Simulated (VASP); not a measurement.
Input of a VASP 6.6.1 run:

INCAR

```
SYSTEM = Cu3Au
PREC = Accurate
ENCUT = 600
EDIFF = 1E-7
ISMEAR = 1
SIGMA = 0.1
LREAL = .False.
LASPH = .True.
NELM = 80
ALGO = Normal
ISIF = 3
LWAVE = .False.
LCHARG = .False.
GGA = CA
IBRION = 2
NSW = 90
EDIFFG = -0.005
```

Contents of KPOINTS:

```
regular mesh
0
Gamma
  10 10 10
  0 0 0
```

The input POSCAR:

```
Cu3Au                                   
1.0
    3.6751449821      0.0000000000     -0.0000000000
   -0.0000000000      3.6751449821      0.0000000000
    0.0000000000     -0.0000000000      3.6751449821
  Cu              Au            
     3     1
Direct
     0.0000000000000000    0.5000000000000000    0.5000000000000000
     0.5000000000000000    0.0000000000000000    0.5000000000000000
     0.5000000000000000    0.5000000000000000    0.0000000000000000
     0.0000000000000000    0.0000000000000000    0.0000000000000000
```

Potentials or basis: VASP PAW LDA potentials, release 64 (Cu, Au).

The run is started by

```sh
$ cat potpaw_LDA.64/Cu/POTCAR potpaw_LDA.64/Au/POTCAR > POTCAR
$ mpirun -np 1 vasp_std > vasp.out
```

Problem. Estimate the band gap on the k mesh.

Solution. None (metal or under the smearing width).

Final structure:
```
CELL_PARAMETERS angstrom
3.67514 0.00000 0.00000
0.00000 3.67514 0.00000
0.00000 0.00000 3.67514
ATOMIC_POSITIONS crystal
Cu 0.00000 0.50000 0.50000
Cu 0.50000 0.00000 0.50000
Cu 0.50000 0.50000 0.00000
Au 0.00000 0.00000 0.00000
```

Caveat: the relaxation stopped at its first step, so nothing moved. Spin-orbit coupling is left out, which matters for the levels of Au.
